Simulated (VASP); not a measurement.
VASP inputs for CaF2 (fluorite)

INCAR

```
NELM = 120
ENCUT = 520
LASPH = .TRUE.
METAGGA = R2SCAN
LCHARG = .FALSE.
ISIF = 2
NSW = 0
LREAL = .FALSE.
SIGMA = 0.01
NBANDS = 19
ALGO = Normal
LWAVE = .FALSE.
PREC = Accurate
IBRION = -1
ISMEAR = 0
EDIFF = 1E-7
```

KPOINTS

```
KPOINTS created by Atomic Simulation Environment
0
Gamma
8 8 8
0 0 0
```

KPOINTS_OPT

```
special points
7
Reciprocal
0.0000000000 0.0000000000 0.0000000000 1
0.5000000000 0.0000000000 0.5000000000 1
0.6250000000 0.2500000000 0.6250000000 1
0.3750000000 0.3750000000 0.7500000000 1
0.5000000000 0.5000000000 0.5000000000 1
0.5000000000 0.2500000000 0.7500000000 1
0.0000000000 0.5000000000 0.5000000000 1
```

POSCAR

```
Ca F
 1.0000000000000000
     0.0000000000000000    2.7195929738512286    2.7195929738512286
     2.7195929738512286   -0.0000000000000000    2.7195929738512286
     2.7195929738512286    2.7195929738512286   -0.0000000000000000
 Ca  F
   1   2
Cartesian
 -0.0000000000000000 -0.0000000000000000  0.0000000000000000
  1.3597964869256143  1.3597964869256143  1.3597964869256143
  4.0793894607768433  4.0793894607768433  4.0793894607768433
```

VASP ran with the recommended PBE PAW datasets (24 valence electrons in the cell).

Question: Estimate the main results of this run.

Answer: gap between bands v and c 8.02 eV; least direct gap 8.28 eV; pressure 0.6 GPa.

Band v is the last that the valence electrons fill when counted band by band, and c is the next. Levels in eV from the top of v:

```csv
point,v−1,v,c,c+1
Γ,-0.26,-0.26,8.02,10.05
X,-0.36,0.00,8.79,10.51
K,-0.44,-0.10,9.06,10.70
L,-0.84,-0.84,10.25,10.25
W,-0.27,-0.10,9.12,10.64
```
